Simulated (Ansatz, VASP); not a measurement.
## Sn: VASP beside Ansatz

```
CELL_PARAMETERS angstrom
2.87324 0.00000 0.00000
0.00000 2.87324 0.00000
0.00000 0.00000 2.87324
ATOMIC_POSITIONS crystal
Sn 0.00000 0.00000 0.00000
```

Change from the starting cell: volume scaled by 0.85, PAW files.

Alike in both runs: task single point; functional PBEsol; k mesh 14 × 14 × 14; occupations fermi-dirac, width 0.1 eV; no spin polarisation.

|  | VASP | Ansatz |
| --- | --- | --- |
| version | VASP 6.6.1 | Ansatz 0.2.0 |
| potentials or method | VASP PAW PBE potentials, release 64 (Sn_d) | PAW with Ansatz's default frozen-core files, scalar-relativistic |
| plane-wave cutoff (eV) | 520 | 420 |
| valence electrons in the cell | 14 | 14 |

|  | VASP | Ansatz | Ansatz less VASP |
| --- | --- | --- | --- |
| pressure (GPa) | 13.1 | 13.1 | +0.04 |

Caveats: the PAW data sets were made with another functional, which shifts forces and pressure a little (VASP).
